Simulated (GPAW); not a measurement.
# WC (Fm-3m) in GPAW: a series of runs

The runs below take WC through single point, relaxation of cell and atoms, with PBE, PBEsol.

Program: GPAW 26.7.0. These are calculated values, not measurements. Logs are shortened: lines on timing, memory, paths and dates and some standing lists are left out, and cuts for length are marked. The log counts tension as positive stress, the text compression.

## (1) The structure

The structure is cubic, space group Fm-3m (No. 225). The conventional cell has a = 4.385 Å, b = 4.385 Å, c = 4.385 Å, α = 90.00°, β = 90.00°, γ = 90.00°. W (site symmetry m-3m) has 6 C at 2.19 Å as nearest neighbours. C (site symmetry m-3m) has 6 W at 2.19 Å as nearest neighbours.

Measurements of this composition are mostly on another form, of space group No. 187.

## (2) Single point, PBE

Contents of run.py:

```python
from ase.dft.bandgap import bandgap
from ase.io import read, write
from ase.units import GPa
from gpaw import GPAW, PW

atoms = read('POSCAR')

calc = GPAW(mode=PW(650),
            xc='PBE',
            kpts={'size': (8, 8, 8), 'gamma': True},
            occupations={'name': 'fermi-dirac', 'width': 0.05},
            nbands=19,
            maxiter=120,
            txt='gpaw.txt')
atoms.calc = calc
energy = atoms.get_potential_energy()
forces = atoms.get_forces()
stress = atoms.get_stress()
calc.write('gs.gpw')
write('result.traj', atoms)
print(f'Energy: {energy:.6f} eV')
print('Forces (eV/A):')
print(forces.round(4))
print('Stress (GPa):', (stress / GPa).round(3))
print('Fermi level:', round(calc.get_fermi_level(), 4), 'eV')
print(f'Gap: {bandgap(calc)[0]:.4f} eV, direct: {bandgap(calc, direct=True)[0]:.4f} eV')
```

Contents of POSCAR:

```
WC
1.0
    0.0000000000      2.1926840000      2.1926840000
    2.1926840000      0.0000000000      2.1926840000
    2.1926840000      2.1926840000      0.0000000000
W C
1 1
Direct
    0.0000000000      0.0000000000      0.0000000000
    0.5000000000      0.5000000000      0.5000000000
```

Potentials or basis: GPAW PAW data sets (gpaw-data 1.2.1), pw.

Launch:

```bash
> OMP_NUM_THREADS=1 python run.py
```

gpaw.txt:

```text
__  _  _
 | _ |_)|_||  |
 |__||  | ||/\| - 26.7.0

Input parameters:
  mode=PW(ecut=650.0),
  kpts=MonkhorstPack(size=(8, 8, 8), gamma=True),
  maxiter=120,
  nbands=19,
  occupations=Occupations(name='fermi-dirac', width=0.05),
  xc=XC(name='PBE')

Diagonalizing LCAO Hamiltonian
Converting LCAO to pw mode

              C

       W

Atoms  # Å, Bohr magnetons
|   | symbol |        x |        y |        z |    initial magnetic moments |
|---|--------|----------|----------|----------|-----------------------------|
| 0 |      W | 0.000000 | 0.000000 | 0.000000 | ( 0.0000,  0.0000,  0.0000) |
| 1 |      C | 2.192684 | 2.192684 | 2.192684 | ( 0.0000,  0.0000,  0.0000) |

Unit cell  # Å
| periodic |        x |        y |        z |  lengths |    angles |
|----------|----------|----------|----------|----------|-----------|
|      yes | 0.000000 | 2.192684 | 2.192684 | 3.100923 | 60.000000 |
|      yes | 2.192684 | 0.000000 | 2.192684 | 3.100923 | 60.000000 |
|      yes | 2.192684 | 2.192684 | 0.000000 | 3.100923 | 60.000000 |

Number of symmetries: 48
Symmetry operations  # r_c * U_cc + t_c -> r_c
|    | kind |            matrix            |
|----|------|------------------------------|
|  0 |  σ   |  1, 0, 0,  1, 0,-1,  1,-1, 0 |
|  1 |  C2  |  1, 0, 0,  1,-1, 0,  1, 0,-1 |
|  2 |  E   |  1, 0, 0,  0, 1, 0,  0, 0, 1 |
|  3 |  σ   |  1, 0, 0,  0, 0, 1,  0, 1, 0 |
|  4 |  C4  |  1, 0,-1,  1, 0, 0,  1,-1, 0 |
|  5 |  S6  |  1, 0,-1,  1,-1, 0,  1, 0, 0 |
|  6 |  σ   |  1, 0,-1,  0, 1,-1,  0, 0,-1 |
|  7 |  C3  |  1, 0,-1,  0, 0,-1,  0, 1,-1 |
|  8 |  S6  |  1,-1, 0,  1, 0, 0,  1, 0,-1 |
|  9 |  C4  |  1,-1, 0,  1, 0,-1,  1, 0, 0 |
| 10 |  C3  |  1,-1, 0,  0,-1, 1,  0,-1, 0 |
| 11 |  σ   |  1,-1, 0,  0,-1, 0,  0,-1, 1 |
| 12 |  σ   |  0, 1, 0,  1, 0, 0,  0, 0, 1 |
| 13 |  C4  |  0, 1, 0,  0, 1,-1, -1, 1, 0 |
| 14 |  C3  |  0, 1, 0,  0, 0, 1,  1, 0, 0 |
| 15 |  S6  |  0, 1, 0, -1, 1, 0,  0, 1,-1 |
| 16 |  C2  |  0, 1,-1,  1, 0,-1,  0, 0,-1 |
| 17 |  σ   |  0, 1,-1,  0, 1, 0, -1, 1, 0 |
| 18 |  S4  |  0, 1,-1,  0, 0,-1,  1, 0,-1 |
| 19 |  C4  |  0, 1,-1, -1, 1, 0,  0, 1, 0 |
| 20 |  C3  |  0, 0, 1,  1, 0, 0,  0, 1, 0 |
| 21 |  σ   |  0, 0, 1,  0, 1, 0,  1, 0, 0 |
| 22 |  S6  |  0, 0, 1,  0,-1, 1, -1, 0, 1 |
| 23 |  C4  |  0, 0, 1, -1, 0, 1,  0,-1, 1 |
| 24 |  S4  |  0, 0,-1,  1, 0,-1,  0, 1,-1 |
| 25 |  C3  |  0, 0,-1,  0, 1,-1,  1, 0,-1 |
| 26 |  C2  |  0, 0,-1,  0,-1, 0, -1, 0, 0 |
| 27 |  S6  |  0, 0,-1, -1, 0, 0,  0,-1, 0 |
| 28 |  S4  |  0,-1, 1,  1,-1, 0,  0,-1, 0 |
| 29 |  C4  |  0,-1, 1,  0, 0, 1, -1, 0, 1 |
| 30 |  C2  |  0,-1, 1,  0,-1, 0,  1,-1, 0 |
| 31 |  σ   |  0,-1, 1, -1, 0, 1,  0, 0, 1 |
| 32 |  C3  |  0,-1, 0,  1,-1, 0,  0,-1, 1 |
| 33 |  S6  |  0,-1, 0,  0, 0,-1, -1, 0, 0 |
| 34 |  S4  |  0,-1, 0,  0,-1, 1,  1,-1, 0 |
| 35 |  C2  |  0,-1, 0, -1, 0, 0,  0, 0,-1 |
| 36 |  C2  | -1, 1, 0,  0, 1, 0,  0, 1,-1 |
| 37 |  S6  | -1, 1, 0,  0, 1,-1,  0, 1, 0 |
| 38 |  S4  | -1, 1, 0, -1, 0, 1, -1, 0, 0 |
| 39 |  C3  | -1, 1, 0, -1, 0, 0, -1, 0, 1 |
| 40 |  S6  | -1, 0, 1,  0, 0, 1,  0,-1, 1 |
| 41 |  C2  | -1, 0, 1,  0,-1, 1,  0, 0, 1 |
| 42 |  C3  | -1, 0, 1, -1, 1, 0, -1, 0, 0 |
| 43 |  S4  | -1, 0, 1, -1, 0, 0, -1, 1, 0 |
| 44 |  C2  | -1, 0, 0,  0, 0,-1,  0,-1, 0 |
| 45 |  i   | -1, 0, 0,  0,-1, 0,  0, 0,-1 |
| 46 |  σ   | -1, 0, 0, -1, 1, 0, -1, 0, 1 |
| 47 |  C2  | -1, 0, 0, -1, 0, 1, -1, 1, 0 |

BZ-sampling:
  Number of BZ points: 512
  Number of IBZ points: 29

  Monkhorst-Pack size: [8, 8, 8]
  Monkhorst-Pack shift: [0.0625, 0.0625, 0.0625]

K-points  # in reciprocal-cell coordinates
|     |                                coordinates |     weight |
|-----|--------------------------------------------|------------|
|   0 | (  0.00000000,   0.00000000,   0.00000000) | 0.00195312 |
|   1 | (  0.12500000,   0.12500000,   0.00000000) | 0.01171875 |
|   2 | (  0.12500000,   0.12500000,   0.12500000) | 0.01562500 |
|   3 | (  0.25000000,   0.12500000,   0.12500000) | 0.02343750 |
|   4 | (  0.25000000,   0.25000000,   0.00000000) | 0.01171875 |
|   5 | (  0.25000000,   0.25000000,   0.12500000) | 0.04687500 |
|   6 | (  0.25000000,   0.25000000,   0.25000000) | 0.01562500 |
|   7 | (  0.37500000,   0.25000000,  -0.37500000) | 0.04687500 |
|   8 | (  0.37500000,   0.25000000,   0.12500000) | 0.04687500 |
|   9 | (  0.37500000,   0.25000000,   0.25000000) | 0.04687500 |
| ... |                                            |            |
|  28 | (  0.50000000,   0.50000000,   0.50000000) | 0.00781250 |

Plane wave coefficients: 821
Cutoff: 650.0 eV

Spin-components: 1 (collinear spins)
Bands:           19
Projectors:      11
Spin-degeneracy: 2
Datatype:        complex128

Parallelization:
  kpt:    1
  domain: 1
  band:   1

Density:
  Valence electrons: 18.0
  Components: 1
  Grid points: [20 20 20]
  Charge: 0.0  # |e|

Potential:
  Grid points: [20 20 20]

species:
  W:
    name:    Tungsten
    Z:       74.0
    valence: 14
    core:    60
    charge:  0.0  # [|e|]
    compensation charges:
      type: gauss
      rc: 0.40  # [Å]
      lmax: 2
    cutoffs:
      filter: 2.36  # [Å]
      core: 3.02  # [Å]
    projectors
    | kind |    occ | energy [eV] | rcut [Å] |
    |------|--------|-------------|----------|
    |   5s |  2.000 |     -78.830 |    1.344 |
    |   6s |  2.000 |      -5.697 |    1.344 |
    |   5p |  6.000 |     -43.233 |    1.355 |
    |   6p |  0.000 |      -1.367 |    1.355 |
    |   5d |  4.000 |      -4.494 |    1.228 |
    |    d |        |      22.717 |    1.228 |

    Using partial waves for W as LCAO basis

  C:
    name:    Carbon
    Z:       6.0
    valence: 4
    core:    2
    charge:  0.0  # [|e|]
    compensation charges:
      type: gauss
      rc: 0.20  # [Å]
      lmax: 2
    cutoffs:
      filter: 1.14  # [Å]
      core: 1.14  # [Å]
    projectors
    | kind |    occ | energy [eV] | rcut [Å] |
    |------|--------|-------------|----------|
    |   2s |  2.000 |     -13.751 |    0.635 |
    |   2p |  2.000 |      -5.284 |    0.635 |
    |    s |        |      13.461 |    0.635 |
    |    p |        |      21.927 |    0.635 |
    |    d |        |       0.000 |    0.635 |

    Using partial waves for C as LCAO basis

Reference energy: -439799.299771  # eV

eigensolver:
  PPCG
  Converge bands: occupied
  niter=2

density mixing:
  MSR1-Mixer
  Pratt-step length: 0.05
  Maximum mixing coefficient: 0.75
  Old densities: 10
  SVD Regularization: 0.005
  Good broyden scale: 1.0
  Trust region scale: 1.0
  Backstep threshold: 4.0
  History deletion threshold: 6.0
  Fourier metric: weight=20.0, sigma=0.015

occupation numbers:
  Fermi-Dirac:
    width: 0.0500  # eV

poisson solver:
  ecut: 5200.0  # eV

xc functional:
  name: PBE with 2 nearest neighbor stencil

convergence criteria:
- Maximum [total energy] change in last 3 cyles: 0.0005 eV / valence electron
- Maximum integral of absolute [dens]ity change: 0.0001 electrons / valence electron
- Maximum integral of absolute [eigenst]ate change: 4e-08 eV^2 / valence electron
maximum number of iterations: 120

SCF iterations
|iter     | |      energy | eigst |  dens |
|---------|-|-------------|-------|-------|
|iter:   1| |  -22.062312 | +0.07 |       |
|iter:   2| |  -21.479440 | -2.60 | -0.89 |
|iter:   3| |  -20.189514 | -1.60 | -0.96 |
|iter:   4| |  -20.198997 | -3.65 | -1.74 |
|iter:   5| |  -20.207384 | -3.87 | -1.95 |
|iter:   6| |  -20.207336c| -5.88 | -3.09 |
|iter:   7| |  -20.207337c| -7.38 | -3.87 |
|iter:   8| |  -20.207337c| -7.96c| -4.26c|

Converged in 8 steps
Energy contributions relative to reference atoms: (reference = -439799.299771)

Energy contributions:
  Kinetic:          11.657414
  Coulomb:         -12.879296
  Zero:              0.042337
  External:          0.000000
  Xc:              -19.021028
  Entropy:          -0.013529
  Spinorbit:         0.000000
  ----------------------------
  Free energy:     -20.214101
  Extrapolated:    -20.207337

dipole moment: (-16.314808, -16.314808, -16.314808)  # |e|*Ang

Fermi level: 15.537
Eigenvalues  # (at kpt = [0.000, 0.000, 0.000])
| band index |      eig [eV] | occ [0-2] |
|------------|---------------|-----------|
|          0 |       -59.812 |     2.000 |
|        ... |               |           |
|          5 |        12.671 |     2.000 |
|          6 |        12.671 |     2.000 |
|          7 |        12.671 |     2.000 |
|          8 |        14.356 |     2.000 |
|          9 |        14.356 |     2.000 |
|         10 |        14.356 |     2.000 |
|         11 |        14.467 |     2.000 |
|         12 |        14.467 |     2.000 |
|         13 |        21.881 |     0.000 |
|         14 |        25.196 |     0.000 |
|         15 |        38.496 |     0.000 |
|         16 |        38.496 |     0.000 |
|         17 |        38.496 |     0.000 |
|         18 |        41.344 |     0.000 |

No gap
No difference between direct/indirect transitions

Forces  # eV/Ang
|       x |        y |        z |
|---------|----------|----------|
| 0.00000 | -0.00000 |  0.00000 |  # W    0
| 0.00000 |  0.00000 | -0.00000 |  # C    1

Stress tensor  # eV/Ang^3
|         x |         y |         z |
|-----------|-----------|-----------|
|  0.007453 | -0.000000 |  0.000000 |
| -0.000000 |  0.007453 | -0.000000 |
|  0.000000 | -0.000000 |  0.007453 |

# Writing to gs.gpw (mode='')
```

Wall time 9.4 s (1 thread of Arm Neoverse V1, shared host); peak memory 0.15 GiB.

What came out:

```
Free energy            : -20.2141 eV
Pressure               : -1.2 GPa
Band gap on the k mesh : none (metal or under the smearing width)
```

Levels at points of the mesh, in eV from the Fermi level:
```csv
k point,band 5,band 6,band 7,band 8,band 9,band 10,band 11,band 12,band 13,band 14
"(0.00, 0.00, 0.00)",-15.90,-2.87,-2.87,-2.87,-1.18,-1.18,-1.18,-1.07,-1.07,6.34
"(0.50, 0.50, 0.00)",-13.68,-5.87,-5.72,-2.62,-2.62,0.74,2.14,2.14,5.35,7.16
"(0.50, 0.50, 0.50)",-11.34,-9.88,-6.68,-6.68,0.92,0.92,2.21,4.82,8.64,8.64
```

Caveat: the cutoff is short for stress and forces, so pressures can be off by a GPa or more.

[end of part 1 of 2]
